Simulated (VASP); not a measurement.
# As (Pm-3m) in VASP: a series of runs

One crystal, As, is run at these levels: PBE, RPBE; tasks: single point.

Program: VASP 6.6.1. These are calculated values, not measurements. Logs are shortened: lines on timing, memory, paths and dates and some standing lists are left out, and cuts for length are marked.

## 1. The crystal as given

Symmetry: Pm-3m, No. 221, cubic system. Conventional cell: a = 2.704 Å, b = 2.704 Å, c = 2.704 Å, α = 90.00°, β = 90.00°, γ = 90.00°. As (site symmetry m-3m) is surrounded by 6 As at 2.70 Å.

This isn't the form of As at room conditions, which is rhombohedral.

## 2. Single point, PBE

INCAR

```
ALGO = Fast
EDIFF = 1E-6
ENCUT = 450
GGA = PE
ISIF = 2
ISMEAR = 0
LASPH = True
LCHARG = False
LREAL = False
LWAVE = False
NELM = 100
PREC = Accurate
SIGMA = 0.02
```

KPOINTS

```
k-points
0
Gamma
  6 6 6
```

POSCAR

```
As
1.0
    2.7036817444      0.0000000000      0.0000000000
    0.0000000000      2.7036817444      0.0000000000
    0.0000000000      0.0000000000      2.7036817444
As
1
Direct
    0.5000000000      0.5000000000      0.5000000000
```

Potentials or basis: VASP PAW PBE potentials, release 64 (As_GW).

Command:

```sh
cat potpaw_PBE.64/As_GW/POTCAR > POTCAR
mpirun -np 1 vasp_std > vasp.out
```

OUTCAR:

```text
EDIFF = 1E-6
   ENCUT = 450
   GGA = PE
   ISIF = 2
   ISMEAR = 0
   LASPH = True
   LREAL = False
   NELM = 100
   PREC = Accurate

 ion  position               nearest neighbor table
   1  0.500  0.500  0.500-

  LATTYP: Found a simple cubic cell.
 ALAT       =     2.7036817444

  Lattice vectors:

 A1 = (   2.7036817444,   0.0000000000,   0.0000000000)
 A2 = (   0.0000000000,   2.7036817444,   0.0000000000)
 A3 = (   0.0000000000,   0.0000000000,   2.7036817444)

Analysis of symmetry for initial positions (statically):
=====================================================================
 Subroutine PRICEL returns:
 Original cell was already a primitive cell.

 Routine SETGRP: Setting up the symmetry group for a
 simple cubic supercell.

 Subroutine GETGRP returns: Found 48 space group operations
 (whereof 48 operations were pure point group operations)
 out of a pool of 48 trial point group operations.

The static configuration has the point symmetry O_h .

Analysis of symmetry for dynamics (positions and initial velocities):
=====================================================================
 Subroutine PRICEL returns:
 Original cell was already a primitive cell.

 Routine SETGRP: Setting up the symmetry group for a
 simple cubic supercell.

 Subroutine GETGRP returns: Found 48 space group operations
 (whereof 48 operations were pure point group operations)
 out of a pool of 48 trial point group operations.

The dynamic configuration has the point symmetry O_h .

 Subroutine INISYM returns: Found 48 space group operations
 (whereof 48 operations are pure point group operations),
 and found     1 'primitive' translations

----------------------------------------------------------------------------------------

                                     Primitive cell

  volume of cell :      19.7636

  direct lattice vectors                    reciprocal lattice vectors
     2.703681744  0.000000000  0.000000000     0.369866018  0.000000000  0.000000000
     0.000000000  2.703681744  0.000000000     0.000000000  0.369866018  0.000000000
     0.000000000  0.000000000  2.703681744     0.000000000  0.000000000  0.369866018

  length of vectors
     2.703681744  2.703681744  2.703681744     0.369866018  0.369866018  0.369866018

  position of ions in fractional coordinates (direct lattice)
     0.500000000  0.500000000  0.500000000

  ion indices of the primitive-cell ions
   primitive index   ion index
                 1           1

----------------------------------------------------------------------------------------

 KPOINTS: k-points

Automatic generation of k-mesh.
 Grid dimensions read from file:
 generate k-points for:    6    6    6

 Generating k-lattice:

  Cartesian coordinates                     Fractional coordinates (reciprocal lattice)
     0.061644336  0.000000000  0.000000000     0.166666667  0.000000000  0.000000000
     0.000000000  0.061644336  0.000000000     0.000000000  0.166666667  0.000000000
     0.000000000  0.000000000  0.061644336     0.000000000  0.000000000  0.166666667

  Length of vectors
     0.061644336  0.061644336  0.061644336

  Shift w.r.t. Gamma in fractional coordinates (k-lattice)
     0.000000000  0.000000000  0.000000000

 Subroutine IBZKPT returns following result:
 ===========================================

 Found     20 irreducible k-points:

 Following reciprocal coordinates:
            Coordinates               Weight
  0.000000  0.000000  0.000000      1.000000
  0.166667  0.000000  0.000000      6.000000
  0.333333  0.000000  0.000000      6.000000
  0.500000  0.000000  0.000000      3.000000
  0.166667  0.166667  0.000000     12.000000
  0.333333  0.166667  0.000000     24.000000
  0.500000  0.166667  0.000000     12.000000
  0.333333  0.333333  0.000000     12.000000
  0.500000  0.333333  0.000000     12.000000
  0.500000  0.500000  0.000000      3.000000
  0.166667  0.166667  0.166667      8.000000
  0.333333  0.166667  0.166667     24.000000
  0.500000  0.166667  0.166667     12.000000
  0.333333  0.333333  0.166667     24.000000
  0.500000  0.333333  0.166667     24.000000
  0.500000  0.500000  0.166667      6.000000
  0.333333  0.333333  0.333333      8.000000
  0.500000  0.333333  0.333333     12.000000
  0.500000  0.500000  0.333333      6.000000
  0.500000  0.500000  0.500000      1.000000
   k-points           NKPTS =     20   k-points in BZ     NKDIM =     20   number of bands    NBANDS=      6
   number of dos      NEDOS =    301   number of ions     NIONS =      1
   total plane-waves  NPLWV =   8000
   dimension x,y,z NGX =    20 NGY =   20 NGZ =   20
   dimension x,y,z NGXF=    40 NGYF=   40 NGZF=   40
   ions per type =               1
   NGX,Y,Z   is equivalent  to a cutoff of  12.30, 12.30, 12.30 a.u.
   NGXF,Y,Z  is equivalent  to a cutoff of  24.60, 24.60, 24.60 a.u.
 SYSTEM =  unknown system
   PREC   = accura    normal or accurate (medium, high low for compatibility)
   ISTART =      0    job   : 0-new  1-cont  2-samecut
   ICHARG =      2    charge: 1-file 2-atom 10-const
   ISPIN  =      1    spin polarized calculation?
   LNONCOLLINEAR =      F non collinear calculations
   LSORBIT =      F    spin-orbit coupling
   LASPH  =      T    aspherical Exc in radial PAW
   ENCUT  =  450.0 eV  33.07 Ry    5.75 a.u.   4.68  4.68  4.68*2*pi/ulx,y,z
   NELM   =    100;   NELMIN=  2; NELMDL= -5     # of ELM steps
   EDIFF  = 0.1E-05   stopping-criterion for ELM
   LREAL  =      F    real-space projection
   EDIFFG = 0.1E-04   stopping-criterion for IOM
   NSW    =      0    number of steps for IOM
   IBRION =     -1    ionic relax: 0-MD 1-quasi-New 2-CG
   NFREE  =      0    steps in history (QN), initial steepest desc. (CG)
   ISIF   =      2    stress and relaxation
   ISYM   =      2    0-nonsym 1-usesym 2-fastsym
   POTIM  = 0.5000    time-step for ionic-motion
   TEBEG  =    0.0;   TEEND  =   0.0 temperature during run
   PSTRESS=    0.0 pullay stress
   NELECT =       5.0000    total number of electrons
   NUPDOWN=      -1.0000    fix difference up-down
   EMIN   =  10.00;   EMAX   =-10.00  energy-range for DOS
   EFERMI =   0.00;   METHOD = LEGACY
   ISMEAR =     0;   SIGMA  =   0.02  broadening in eV -4-tet -1-fermi 0-gaus
   EFERMI_NEDOS =   21; number of points for ismear=-14 and -15
   IALGO  =     68    algorithm
   IMIX   =      4    mixing-type and parameters
     AMIX     =   0.40;   BMIX     =  1.00
     AMIX_MAG =   1.60;   BMIX_MAG =  1.00
  volume/ion in A,a.u.               =      19.76       133.37
  Fermi-wavevector in a.u.,A,eV,Ry     =   1.035403  1.956627 14.586243  1.072059
  Thomas-Fermi vector in A             =   2.169744
   LORBIT       =      0    0 simple, 1 ext, 2 COOP (PROOUT), +10 PAW based schemes
   GGA     = PE    functional components
   LHFCALC =     F    Hartree Fock is set to
   AEXX    =    0.0000 exact exchange contribution
   IVDW    =     0    specifies the selected vdW correction
   LEPSILON=     F    determine dielectric tensor
   LRPA    =     F    only Hartree local field effects (RPA)
 non-spin polarized calculation
 RMM-DIIS sequential band-by-band and
 Gauss-broadening in eV      SIGMA  =   0.02
  energy-cutoff  :      450.00
  volume of cell :       19.76
 maximum number of plane-waves:       441
 NGX is ok and might be reduce to    20
   NGX =  9   NGY =  9   NGZ =  9

 number of electron       5.0000001 magnetization

 Free energy of the ion-electron system (eV)
  ---------------------------------------------------
  ext. energy  EPLUGINS =         0.00000000
  ---------------------------------------------------
  free energy    TOTEN  =        -4.58362424 eV

  energy without entropy =       -4.58362424  energy(sigma->0) =       -4.58362424

 E-fermi :   6.2955     XC(G=0): -10.4315

 val. band max:        6.2196111217   @ k =   0.1667   0.1667   0.0000
 cond. band min:       6.3713452416   @ k =   0.5000   0.3333   0.3333
 fundamental gap:      0.1517341199
 Fermi energy:         6.2954733374

 k-point     1 :       0.0000    0.0000    0.0000
  band No.  band energies     occupation
      1      -9.0483      2.00000
      2      10.0897      0.00000
      3      10.0897      0.00000
      4      10.0897      0.00000
      5      14.4325      0.00000
      6      14.4325      0.00000

 k-point     2 :       0.1667    0.0000    0.0000
  band No.  band energies     occupation
      1      -8.5406      2.00000
      2       5.9870      2.00000
      3      10.5297      0.00000
      4      10.5297      0.00000
      5      14.8845      0.00000
      6      16.2037      0.00000

 k-point     3 :       0.3333    0.0000    0.0000
  band No.  band energies     occupation
      1      -7.1334      2.00000
      2       1.3485      2.00000
      3      11.6306      0.00000
      4      11.6306      0.00000
      5      16.1090      0.00000
      6      17.8172      0.00000

 k-point     4 :       0.5000    0.0000    0.0000
  band No.  band energies     occupation
      1      -5.9029      2.00000
      2      -0.9994      2.00000
      3      12.3830      0.00000
      4      12.3830      0.00000
      5      17.1078      0.00000
      6      20.0626      0.00000

 k-point     5 :       0.1667    0.1667    0.0000
  band No.  band energies     occupation
      1      -8.0330      2.00000
      2       6.2196      2.00000
      3       6.7160      0.00000
      4      10.9679      0.00000
      5      15.9883      0.00000
      6      19.9439      0.00000

 k-point     6 :       0.3333    0.1667    0.0000
  band No.  band energies     occupation
      1      -6.6249      2.00000
      2       1.8237      2.00000
      3       7.7230      0.00000
      4      12.0624      0.00000
      5      16.5818      0.00000
      6      17.8367      0.00000

 k-point     7 :       0.5000    0.1667    0.0000
  band No.  band energies     occupation
      1      -5.3911      2.00000
      2      -0.5218      2.00000
      3       8.6601      0.00000
      4      12.8081      0.00000
      5      14.9531      0.00000
      6      18.9602      0.00000

 k-point     8 :       0.3333    0.3333    0.0000
  band No.  band energies     occupation
      1      -5.2086      2.00000
      2       2.8401      2.00000
      3       3.3804      2.00000
      4      12.4967      0.00000
      5      13.1334      0.00000
      6      19.1385      0.00000

 k-point     9 :       0.5000    0.3333    0.0000
  band No.  band energies     occupation
      1      -3.9496      2.00000
      2       0.7291      2.00000
      3       4.0977      2.00000
      4      10.4753      0.00000
      5      13.8538      0.00000
      6      20.6833      0.00000

 k-point    10 :       0.5000    0.5000    0.0000
  band No.  band energies     occupation
      1      -2.6197      2.00000
      2       1.6705      2.00000
      3       1.6705      2.00000
      4       8.4499      0.00000
      5      14.5462      0.00000
      6      22.3672      0.00000

 k-point    11 :       0.1667    0.1667    0.1667
  band No.  band energies     occupation
      1      -7.5255      2.00000
      2       6.6718      0.00000
      3       6.6718      0.00000
      4       7.5105      0.00000
      5      19.6679      0.00000
      6      20.5786      0.00000

 k-point    12 :       0.3333    0.1667    0.1667
  band No.  band energies     occupation
      1      -6.1166      2.00000
      2       2.2960      2.00000
      3       7.8290      0.00000
      4       8.5938      0.00000
      5      16.8892      0.00000
      6      18.0110      0.00000

 k-point    13 :       0.5000    0.1667    0.1667
  band No.  band energies     occupation
      1      -4.8791      2.00000
      2      -0.0464      2.00000
      3       8.6559      0.00000
      4       9.6677      0.00000
      5      14.9171      0.00000
      6      16.1437      0.00000

 k-point    14 :       0.3333    0.3333    0.1667
  band No.  band energies     occupation
      1      -4.6992      2.00000
      2       3.2953      2.00000
      3       3.8487      2.00000
      4       9.4706      0.00000
      5      13.0293      0.00000
      6      18.5449      0.00000

 k-point    15 :       0.5000    0.3333    0.1667
  band No.  band energies     occupation
      1      -3.4356      2.00000
      2       1.1959      2.00000
      3       4.5447      2.00000
      4      10.4230      0.00000
      5      10.9641      0.00000
      6      16.9666      0.00000

 k-point    16 :       0.5000    0.5000    0.1667
  band No.  band energies     occupation
      1      -2.0976      2.00000
      2       2.1259      2.00000
      3       2.1259      2.00000
      4       8.9653      0.00000
      5      11.2787      0.00000
      6      18.1328      0.00000

 k-point    17 :       0.3333    0.3333    0.3333
  band No.  band energies     occupation
      1      -3.2718      2.00000
      2       4.4584      2.00000
      3       4.4584      2.00000
      4       5.6477      2.00000
      5      13.7451      0.00000
      6      14.8416      0.00000

 k-point    18 :       0.5000    0.3333    0.3333
  band No.  band energies     occupation
      1      -1.9758      2.00000
      2       2.4035      2.00000
      3       5.2867      2.00000
      4       6.3713      0.00000
      5      11.9497      0.00000
      6      12.9465      0.00000

 k-point    19 :       0.5000    0.5000    0.3333
  band No.  band energies     occupation
      1      -0.5827      2.00000
      2       3.2875      2.00000
      3       3.2875      2.00000
      4       6.7731      0.00000
      5      10.4353      0.00000
      6      13.7719      0.00000

 k-point    20 :       0.5000    0.5000    0.5000
  band No.  band energies     occupation
      1       1.0022      2.00000
      2       4.1115      2.00000
      3       4.1115      2.00000
      4       4.1115      2.00000
      5      11.8773      0.00000
      6      11.8773      0.00000

------------------------ aborting loop because EDIFF is reached ----------------------------------------

  FORCE on cell =-STRESS in cart. coord.  units (eV):
  Direction    XX          YY          ZZ          XY          YZ          ZX
  --------------------------------------------------------------------------------------
  -------------------------------------------------------------------------------------
  Total        0.2674063      0.2674063      0.2674063     -0.0000000     -0.0000000     -0.0000000
  in kB       21.6778135     21.6778135     21.6778135     -0.0000000     -0.0000000     -0.0000000
  external PRESSURE =      21.6778135 kB  Pullay stress =       0.0000000 kB

 VOLUME and BASIS-vectors are now :
 -----------------------------------------------------------------------------
  energy-cutoff  :      450.00
  volume of cell :       19.76
      direct lattice vectors                 reciprocal lattice vectors
     2.703681744  0.000000000  0.000000000     0.369866018  0.000000000  0.000000000
     0.000000000  2.703681744  0.000000000     0.000000000  0.369866018  0.000000000
     0.000000000  0.000000000  2.703681744     0.000000000  0.000000000  0.369866018

 POSITION                                       TOTAL-FORCE (eV/Angst)
 -----------------------------------------------------------------------------------
      1.35184      1.35184      1.35184         0.000000      0.000000      0.000000
 -----------------------------------------------------------------------------------
    total drift:                                0.000000      0.000000      0.000000

  FREE ENERGIE OF THE ION-ELECTRON SYSTEM (eV)
  ---------------------------------------------------
  free  energy   TOTEN  =        -4.5836242423 eV

  energy  without entropy=       -4.5836242416  energy(sigma->0) =       -4.58362424
```

It took 1.3 s on 1 thread of AMD EPYC 9R45 (Zen 5), shared host; peak memory 0.09 GiB.

Results:

```
Free energy            : -4.5836 eV
Pressure               : 2.2 GPa
Band gap on the k mesh : none (metal or under the smearing width)
```

Caveat: the k mesh is coarse (spacing up to 0.39 Å⁻¹), so the values aren't converged.

## 3. Single point, PBE

INCAR

```
SYSTEM = As
PREC = Accurate ; ENCUT = 400
EDIFF = 1E-6 ; ISMEAR = 0
SIGMA = 0.02 ; LREAL = .False.
LASPH = .True. ; NELM = 60
ALGO = Fast ; ISIF = 2
LWAVE = .False. ; LCHARG = .True.
GGA = PE ; LELF = .True.
LVHAR = .True. ; NBANDS = 8
```

KPOINTS

```
regular mesh
0
Gamma
  4 4 4
  0 0 0
```

POSCAR is that of step 2.

Potentials or basis: VASP PAW PBE potentials, release 64 (As_GW).

Command:

```sh
cat potpaw_PBE.64/As_GW/POTCAR > POTCAR
mpirun -np 1 vasp_std > vasp.out
```

Run time: 1.5 s. Hardware: 1 thread of Intel Xeon 6975P-C (Granite Rapids), shared host; peak memory 0.11 GiB.

The run converged. Its results:

| Property | Result |
| --- | --- |
| Free energy | -4.1155 eV |
| Pressure | 0.9 GPa |
| Band gap on the k mesh | none (metal or under the smearing width) |

Levels at points of the mesh, in eV from the Fermi level:
```csv
k point,band 1,band 2,band 3,band 4,band 5
"(0.00, 0.00, 0.00)",-15.29,3.85,3.85,3.85,8.20
"(0.50, 0.00, 0.00)",-12.15,-7.23,6.14,6.14,10.87
"(0.50, 0.50, 0.00)",-8.87,-4.56,-4.56,2.24,8.29
"(0.50, 0.50, 0.50)",-5.26,-2.13,-2.13,-2.13,5.66
```

Caveat: the k mesh is coarse (spacing up to 0.58 Å⁻¹), so the values aren't converged.

## 4. Single point, PBE

INCAR

```
  PREC = Accurate
  ENCUT = 500
  EDIFF = 1E-7
  ISMEAR = 0
  SIGMA = 0.02
  LREAL = F
  LASPH = T
  NELM = 80
  ALGO = Fast
  ISIF = 2
  LWAVE = F
  LCHARG = T
  GGA = PE
  LELF = T
  LVHAR = T
```

KPOINTS

```
Automatic mesh
0
Gamma
  5 5 5
```

POSCAR is that of step 3.

Command:

```sh
cat potpaw_PBE.64/As_GW/POTCAR > POTCAR
mpirun -np 1 vasp_std > vasp.out
```

It took 2.5 s on 1 thread of Intel Xeon Platinum 8259CL at 2.50GHz (Skylake/Cascade Lake), shared host; peak memory 0.12 GiB.

The run converged. Its results:

```yaml
Free_energy: -4.4297 eV
Pressure: 3.4 GPa
Band_gap_on_the_k_mesh: none (metal or under the smearing width)
```

Levels at points of the mesh, in eV from the Fermi level:
| k point | band 1 | band 2 | band 3 | band 4 | band 5 | band 6 |
| --- | --- | --- | --- | --- | --- | --- |
| (0.00, 0.00, 0.00) | -15.08 | 4.06 | 4.06 | 4.06 | 8.41 | 8.41 |

Caveat: the k mesh is coarse (spacing up to 0.46 Å⁻¹), so the values aren't converged.

## 5. Single point, RPBE

INCAR

```
SYSTEM = As
PREC = Accurate
ENCUT = 500
EDIFF = 1E-6
ISMEAR = 0
SIGMA = 0.1
LREAL = .False.
LASPH = .True.
NELM = 100
ALGO = Normal
ISIF = 2
LWAVE = .False.
LCHARG = .False.
GGA = RP
```

KPOINTS

```
regular mesh
0
Gamma
  10 10 10
  0 0 0
```

POSCAR

```
As
2.7037
    0.999993247920      0.000000000000      0.000000000000
    0.000000000000      0.999993247920      0.000000000000
    0.000000000000      0.000000000000      0.999993247920
As
1
Direct
    0.5000000000      0.5000000000      0.5000000000
```

Potentials or basis: VASP PAW PBE potentials, release 64 (As).

Command:

```sh
cat potpaw_PBE.64/As/POTCAR > POTCAR
mpirun -np 1 vasp_std > vasp.out
```

It took 2.5 s on 1 thread of AMD EPYC 9R45 (Zen 5), shared host; peak memory 0.09 GiB.

Results (log left out):

* Free energy: -4.1754 eV
* Pressure: 4.0 GPa
* Band gap on the k mesh: none (metal or under the smearing width)

Levels at points of the mesh, in eV from the Fermi level:
```csv
k point,band 1,band 2,band 3,band 4,band 5
"(0.00, 0.00, 0.00)",-14.95,4.19,4.19,4.19,8.46
"(0.50, 0.00, 0.00)",-11.80,-6.92,6.49,6.49,11.12
"(0.50, 0.50, 0.00)",-8.50,-4.26,-4.26,2.55,8.68
"(0.50, 0.50, 0.50)",-4.84,-1.82,-1.82,-1.82,5.94
```

Caveat: the PAW data sets were made with another functional, which shifts forces and pressure a little.

## 6. The reference run

An earlier run on the cell as given: functional PBE; potentials or basis VASP PAW PBE potentials, release 64 (As); cutoff 520 eV; k mesh 10 × 10 × 10; occupations fermi-dirac, width 0.05 eV; no spin polarisation.

* Pressure: 2.4 GPa
* Band gap on the k mesh: none (metal or under the smearing width)

## 7. The runs side by side

```tsv
level	potentials or basis	k mesh	cutoff (eV)	smearing	mesh quality	gap on the mesh (eV)	pressure (GPa)
PBE	VASP PAW PBE potentials, release 64 (As_GW)	6 × 6 × 6	450	gaussian 0.02 eV	coarse	none	2.2
PBE	VASP PAW PBE potentials, release 64 (As_GW)	4 × 4 × 4	400	gaussian 0.02 eV	coarse	none	0.9
PBE	VASP PAW PBE potentials, release 64 (As_GW)	5 × 5 × 5	500	gaussian 0.02 eV	coarse	none	3.4
RPBE	VASP PAW PBE potentials, release 64 (As)	10 × 10 × 10	500	gaussian 0.1 eV	not flagged	none	4.0
PBE	VASP PAW PBE potentials, release 64 (As)	10 × 10 × 10	520	fermi-dirac 0.05 eV	not flagged	none	2.4
```

Alike in all rows: task single point; no spin polarisation; cell as given.

Caveats: some runs use coarse meshes; the PAW data sets were made with another functional, which shifts forces and pressure a little (some runs).

Total energies depend on the potentials used, so only differences within one code and one set of settings carry meaning.
